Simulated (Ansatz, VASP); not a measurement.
This is a calculation of HgTe (Coloradoite) for Ansatz 0.2.0.

The input input.yaml:

```yaml
crystal:
  lattice:
    - [0.0, 3.2568009036, 3.2568009036]
    - [3.2568009036, 0.0, 3.2568009036]
    - [3.2568009036, 3.2568009036, 0.0]
  atoms:
    - { symbol: Hg, position: [0.0, 0.0, 0.0] }
    - { symbol: Te, position: [0.75, 0.75, 0.75] }
kpoints:
  mp_grid: { grid: [7, 7, 7] }
scf:
  occupations: { method: fermi_dirac, width: 0.05 }
hamiltonian:
  xc: lda
  pseudopotentials: { kind: all_electron, lapw: { basis_error: 0.001 } }
output:
  forces: true
  stress: true
  eigenvalues: true
```

Potentials or basis: all-electron LAPW, scalar-relativistic.

Launch:

```console
$ ansatz run input.yaml --threads 1 --pin off --max-ram 3072MiB --backend cpu --events-out ev --progress --plain --runs-dir out
```

Question: Translate it to VASP 6.6.1. Potentials there: VASP PAW LDA potentials, release 64 (Hg, Te).

Answer: As run (the cutoff follows the program's own potentials):

File INCAR:

```
SYSTEM = HgTe
PREC = Accurate
ENCUT = 520
EDIFF = 1E-6
ISMEAR = -1
SIGMA = 0.05
LREAL = .FALSE.
LASPH = .TRUE.
NELM = 100
ALGO = Normal
ISIF = 2
LWAVE = .FALSE.
LCHARG = .TRUE.
GGA = CA
LELF = .TRUE.
LVHAR = .TRUE.
NBANDS = 16
```

File KPOINTS:

```
regular mesh
0
G
  7 7 7
  0 0 0
```

File POSCAR:

```
HgTe
1.0
    0.0000000000      3.2568009036      3.2568009036
    3.2568009036      0.0000000000      3.2568009036
    3.2568009036      3.2568009036      0.0000000000
Hg Te
1 1
Direct
    0.0000000000      0.0000000000      0.0000000000
    0.7500000000      0.7500000000      0.7500000000
```

Potentials or basis: VASP PAW LDA potentials, release 64 (Hg, Te).

The run is started by

```console
$ cat potpaw_LDA.64/Hg/POTCAR potpaw_LDA.64/Te/POTCAR > POTCAR
$ mpirun -np 1 vasp_std > vasp.out
```

Both were run:

|  | VASP | Ansatz | Ansatz less VASP |
| --- | --- | --- | --- |
| gap on the k mesh at the Fermi level (eV) | none | none | - |
| pressure (GPa) | -1.3 | -1.5 | -0.22 |

A gap of «none» marks a metal or a gap that the smearing closes. Ansatz ran all-electron here, so the differences hold the error of VASP's frozen core and of both bases.

The runs have no spin-orbit coupling, so splittings on Hg, Te are missing.
